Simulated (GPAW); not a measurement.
# PbSe (Clausthalite) (Fm-3m) in GPAW: settings compared, part 2 of 3

GPAW 26.7.0. The steps go on from the part before.

### 5 Single point, PBE

Input file run.py:

```python
from ase.dft.bandgap import bandgap
from ase.io import read, write
from ase.units import Bohr, GPa
from gpaw import GPAW, PW
from gpaw.elf import elf_from_dft_calculation

atoms = read('POSCAR')

calc = GPAW(mode=PW(600),
            xc='PBE',
            kpts={'size': (8, 8, 8), 'gamma': True},
            occupations={'name': 'methfessel-paxton', 'order': 0, 'width': 0.014},
            nbands=19,
            convergence={'density': 1e-05, 'energy': 1e-05},
            maxiter=150,
            txt='gpaw.txt')
atoms.calc = calc
energy = atoms.get_potential_energy()
forces = atoms.get_forces()
stress = atoms.get_stress()
calc.write('gs.gpw')
write('result.traj', atoms)
print(f'Energy: {energy:.6f} eV')
print('Forces (eV/A):')
print(forces.round(4))
print('Stress (GPa):', (stress / GPa).round(3))
print('Fermi level:', round(calc.get_fermi_level(), 4), 'eV')
print(f'Gap: {bandgap(calc)[0]:.4f} eV, direct: {bandgap(calc, direct=True)[0]:.4f} eV')

# fields on the real-space grid
write('density.cube', atoms, data=calc.get_pseudo_density() * Bohr**3)
write('potential.cube', atoms, data=calc.get_electrostatic_potential())
write('elf.cube', atoms, data=elf_from_dft_calculation(calc).data)
```

Input file POSCAR:

```
PbSe
1.0
    0.0000000000      3.0606500000      3.0606500000
    3.0606500000      0.0000000000      3.0606500000
    3.0606500000      3.0606500000      0.0000000000
Pb Se
1 1
Direct
    0.0000000000      0.0000000000      0.0000000000
    0.5000000000      0.5000000000      0.5000000000
```

Potentials or basis: GPAW PAW data sets (gpaw-data 1.2.1), pw.

The run is started by

```
OMP_NUM_THREADS=1 python run.py
```

gpaw.txt:

```text
__  _  _
 | _ |_)|_||  |
 |__||  | ||/\| - 26.7.0

Input parameters:
  mode=PW(ecut=600.0),
  convergence={'density': 1e-05, 'energy': 1e-05},
  kpts=MonkhorstPack(size=(8, 8, 8), gamma=True),
  maxiter=150,
  nbands=19,
  occupations=Occupations(name='methfessel-paxton', order=0, width=0.014),
  xc=XC(name='PBE')

Diagonalizing LCAO Hamiltonian
Converting LCAO to pw mode

                Se

       Pb

Atoms  # Å, Bohr magnetons
|   | symbol |        x |        y |        z |    initial magnetic moments |
|---|--------|----------|----------|----------|-----------------------------|
| 0 |     Pb | 0.000000 | 0.000000 | 0.000000 | ( 0.0000,  0.0000,  0.0000) |
| 1 |     Se | 3.060650 | 3.060650 | 3.060650 | ( 0.0000,  0.0000,  0.0000) |

Unit cell  # Å
| periodic |        x |        y |        z |  lengths |    angles |
|----------|----------|----------|----------|----------|-----------|
|      yes | 0.000000 | 3.060650 | 3.060650 | 4.328413 | 60.000000 |
|      yes | 3.060650 | 0.000000 | 3.060650 | 4.328413 | 60.000000 |
|      yes | 3.060650 | 3.060650 | 0.000000 | 4.328413 | 60.000000 |

Number of symmetries: 48
Symmetry operations  # r_c * U_cc + t_c -> r_c
|    | kind |            matrix            |
|----|------|------------------------------|
|  0 |  σ   |  1, 0, 0,  1, 0,-1,  1,-1, 0 |
|  1 |  C2  |  1, 0, 0,  1,-1, 0,  1, 0,-1 |
|  2 |  E   |  1, 0, 0,  0, 1, 0,  0, 0, 1 |
|  3 |  σ   |  1, 0, 0,  0, 0, 1,  0, 1, 0 |
|  4 |  C4  |  1, 0,-1,  1, 0, 0,  1,-1, 0 |
|  5 |  S6  |  1, 0,-1,  1,-1, 0,  1, 0, 0 |
|  6 |  σ   |  1, 0,-1,  0, 1,-1,  0, 0,-1 |
|  7 |  C3  |  1, 0,-1,  0, 0,-1,  0, 1,-1 |
|  8 |  S6  |  1,-1, 0,  1, 0, 0,  1, 0,-1 |
|  9 |  C4  |  1,-1, 0,  1, 0,-1,  1, 0, 0 |
| 10 |  C3  |  1,-1, 0,  0,-1, 1,  0,-1, 0 |
| 11 |  σ   |  1,-1, 0,  0,-1, 0,  0,-1, 1 |
| 12 |  σ   |  0, 1, 0,  1, 0, 0,  0, 0, 1 |
| 13 |  C4  |  0, 1, 0,  0, 1,-1, -1, 1, 0 |
| 14 |  C3  |  0, 1, 0,  0, 0, 1,  1, 0, 0 |
| 15 |  S6  |  0, 1, 0, -1, 1, 0,  0, 1,-1 |
| 16 |  C2  |  0, 1,-1,  1, 0,-1,  0, 0,-1 |
| 17 |  σ   |  0, 1,-1,  0, 1, 0, -1, 1, 0 |
| 18 |  S4  |  0, 1,-1,  0, 0,-1,  1, 0,-1 |
| 19 |  C4  |  0, 1,-1, -1, 1, 0,  0, 1, 0 |
| 20 |  C3  |  0, 0, 1,  1, 0, 0,  0, 1, 0 |
| 21 |  σ   |  0, 0, 1,  0, 1, 0,  1, 0, 0 |
| 22 |  S6  |  0, 0, 1,  0,-1, 1, -1, 0, 1 |
| 23 |  C4  |  0, 0, 1, -1, 0, 1,  0,-1, 1 |
| 24 |  S4  |  0, 0,-1,  1, 0,-1,  0, 1,-1 |
| 25 |  C3  |  0, 0,-1,  0, 1,-1,  1, 0,-1 |
| 26 |  C2  |  0, 0,-1,  0,-1, 0, -1, 0, 0 |
| 27 |  S6  |  0, 0,-1, -1, 0, 0,  0,-1, 0 |
| 28 |  S4  |  0,-1, 1,  1,-1, 0,  0,-1, 0 |
| 29 |  C4  |  0,-1, 1,  0, 0, 1, -1, 0, 1 |
| 30 |  C2  |  0,-1, 1,  0,-1, 0,  1,-1, 0 |
| 31 |  σ   |  0,-1, 1, -1, 0, 1,  0, 0, 1 |
| 32 |  C3  |  0,-1, 0,  1,-1, 0,  0,-1, 1 |
| 33 |  S6  |  0,-1, 0,  0, 0,-1, -1, 0, 0 |
| 34 |  S4  |  0,-1, 0,  0,-1, 1,  1,-1, 0 |
| 35 |  C2  |  0,-1, 0, -1, 0, 0,  0, 0,-1 |
| 36 |  C2  | -1, 1, 0,  0, 1, 0,  0, 1,-1 |
| 37 |  S6  | -1, 1, 0,  0, 1,-1,  0, 1, 0 |
| 38 |  S4  | -1, 1, 0, -1, 0, 1, -1, 0, 0 |
| 39 |  C3  | -1, 1, 0, -1, 0, 0, -1, 0, 1 |
| 40 |  S6  | -1, 0, 1,  0, 0, 1,  0,-1, 1 |
| 41 |  C2  | -1, 0, 1,  0,-1, 1,  0, 0, 1 |
| 42 |  C3  | -1, 0, 1, -1, 1, 0, -1, 0, 0 |
| 43 |  S4  | -1, 0, 1, -1, 0, 0, -1, 1, 0 |
| 44 |  C2  | -1, 0, 0,  0, 0,-1,  0,-1, 0 |
| 45 |  i   | -1, 0, 0,  0,-1, 0,  0, 0,-1 |
| 46 |  σ   | -1, 0, 0, -1, 1, 0, -1, 0, 1 |
| 47 |  C2  | -1, 0, 0, -1, 0, 1, -1, 1, 0 |

BZ-sampling:
  Number of BZ points: 512
  Number of IBZ points: 29

  Monkhorst-Pack size: [8, 8, 8]
  Monkhorst-Pack shift: [0.0625, 0.0625, 0.0625]

K-points  # in reciprocal-cell coordinates
|     |                                coordinates |     weight |
|-----|--------------------------------------------|------------|
|   0 | (  0.00000000,   0.00000000,   0.00000000) | 0.00195312 |
|   1 | (  0.12500000,   0.12500000,   0.00000000) | 0.01171875 |
|   2 | (  0.12500000,   0.12500000,   0.12500000) | 0.01562500 |
|   3 | (  0.25000000,   0.12500000,   0.12500000) | 0.02343750 |
|   4 | (  0.25000000,   0.25000000,   0.00000000) | 0.01171875 |
|   5 | (  0.25000000,   0.25000000,   0.12500000) | 0.04687500 |
|   6 | (  0.25000000,   0.25000000,   0.25000000) | 0.01562500 |
|   7 | (  0.37500000,   0.25000000,  -0.37500000) | 0.04687500 |
|   8 | (  0.37500000,   0.25000000,   0.12500000) | 0.04687500 |
|   9 | (  0.37500000,   0.25000000,   0.25000000) | 0.04687500 |
| ... |                                            |            |
|  28 | (  0.50000000,   0.50000000,   0.50000000) | 0.00781250 |

Plane wave coefficients: 1930
Cutoff: 600.0 eV

Spin-components: 1 (collinear spins)
Bands:           19
Projectors:      11
Spin-degeneracy: 2
Datatype:        complex128

Parallelization:
  kpt:    1
  domain: 1
  band:   1

Density:
  Valence electrons: 20.0
  Components: 1
  Grid points: [25 25 25]
  Charge: 0.0  # |e|

Potential:
  Grid points: [25 25 25]

species:
  Pb:
    name:    Lead
    Z:       82.0
    valence: 14
    core:    68
    charge:  0.0  # [|e|]
    compensation charges:
      type: gauss
      rc: 0.38  # [Å]
      lmax: 2
    cutoffs:
      filter: 2.36  # [Å]
      core: 2.43  # [Å]
    projectors
    | kind |    occ | energy [eV] | rcut [Å] |
    |------|--------|-------------|----------|
    |   6s |  2.000 |     -11.969 |    1.259 |
    |   6p |  2.000 |      -3.506 |    1.275 |
    |   5d | 10.000 |     -21.211 |    1.217 |
    |    s |        |      15.243 |    1.259 |
    |    p |        |      23.705 |    1.275 |
    |    d |        |       6.001 |    1.217 |

    Using partial waves for Pb as LCAO basis

  Se:
    name:    Selenium
    Z:       34.0
    valence: 6
    core:    28
    charge:  0.0  # [|e|]
    compensation charges:
      type: gauss
      rc: 0.27  # [Å]
      lmax: 2
    cutoffs:
      filter: 1.77  # [Å]
      core: 2.67  # [Å]
    projectors
    | kind |    occ | energy [eV] | rcut [Å] |
    |------|--------|-------------|----------|
    |   4s |  2.000 |     -17.277 |    0.847 |
    |   4p |  4.000 |      -6.512 |    1.005 |
    |    s |        |       9.935 |    0.847 |
    |    p |        |      20.699 |    1.005 |
    |    d |        |       0.000 |    0.847 |

    Using partial waves for Se as LCAO basis

Reference energy: -633377.995495  # eV

eigensolver:
  PPCG
  Converge bands: occupied
  niter=2

density mixing:
  MSR1-Mixer
  Pratt-step length: 0.05
  Maximum mixing coefficient: 0.75
  Old densities: 10
  SVD Regularization: 0.005
  Good broyden scale: 1.0
  Trust region scale: 1.0
  Backstep threshold: 4.0
  History deletion threshold: 6.0
  Fourier metric: weight=20.0, sigma=0.015

occupation numbers:
  Methfessel-Paxton:
    width: 0.0140  # eV
    order: 0

poisson solver:
  ecut: 4800.0  # eV

xc functional:
  name: PBE with 2 nearest neighbor stencil

convergence criteria:
- Maximum integral of absolute [dens]ity change: 1e-05 electrons / valence electron
- Maximum [total energy] change in last 3 cyles: 1e-05 eV / valence electron
- Maximum integral of absolute [eigenst]ate change: 4e-08 eV^2 / valence electron
maximum number of iterations: 150

SCF iterations
|iter     | |      energy | eigst |  dens |
|---------|-|-------------|-------|-------|
|iter:   1| |   -8.650817 | -0.26 |       |
|iter:   2| |   -8.591118 | -2.07 | -1.23 |
|iter:   3| |   -8.397270 | -1.90 | -1.28 |
|iter:   4| |   -8.398904 | -3.76 | -1.89 |
|iter:   5| |   -8.399586 | -4.32 | -2.29 |
|iter:   6| |   -8.399612 | -5.59 | -3.23 |
|iter:   7| |   -8.399615c| -6.72 | -3.76 |
|iter:   8| |   -8.399615c| -7.69c| -4.47 |
|iter:   9| |   -8.399615c| -7.81c| -5.22c|

Converged in 9 steps
Energy contributions relative to reference atoms: (reference = -633377.995495)

Energy contributions:
  Kinetic:          19.960768
  Coulomb:         -20.085754
  Zero:             -0.062266
  External:          0.000000
  Xc:               -8.212363
  Entropy:          -0.000000
  Spinorbit:         0.000000
  ----------------------------
  Free energy:      -8.399615
  Extrapolated:     -8.399615

dipole moment: (-25.874213, -25.874213, -25.874213)  # |e|*Ang

Fermi level: 6.277
Eigenvalues  # (at kpt = [0.000, 0.000, 0.000])
| band index |      eig [eV] | occ [0-2] |
|------------|---------------|-----------|
|          0 |       -10.722 |     2.000 |
|        ... |               |           |
|          2 |       -10.720 |     2.000 |
|          3 |       -10.720 |     2.000 |
|          4 |       -10.720 |     2.000 |
|          5 |        -7.475 |     2.000 |
|          6 |        -0.127 |     2.000 |
|          7 |         4.217 |     2.000 |
[... 9 lines left out ...]
|         17 |        14.532 |     0.000 |
|         18 |        15.113 |     0.000 |

Gap: 0.242 eV
Transition (v -> c):
  (s=0, k=28, n=9, [0.50, 0.50, 0.50]) -> (s=0, k=28, n=10, [0.50, 0.50, 0.50])
No difference between direct/indirect transitions

Forces  # eV/Ang
|       x |        y |        z |
|---------|----------|----------|
| 0.00000 | -0.00000 |  0.00000 |  # Pb   0
| 0.00000 | -0.00000 | -0.00000 |  # Se   1

Stress tensor  # eV/Ang^3
|         x |         y |         z |
|-----------|-----------|-----------|
| -0.013862 |  0.000000 |  0.000000 |
|  0.000000 | -0.013862 |  0.000000 |
|  0.000000 |  0.000000 | -0.013862 |

# Writing to gs.gpw (mode='')
```

Run time: 14 s. Hardware: 1 thread of Arm Neoverse V2, shared host; peak memory 0.17 GiB.

Results:

| Item | Value |
| --- | --- |
| Free energy | -8.3996 eV |
| Pressure | 2.2 GPa |
| Band gap on the k mesh | 0.24 eV, direct |

Caveat: spin-orbit coupling is left out, which as a rule narrows the gap of such compounds by several tenths of an eV.

[end of part 2 of 3]
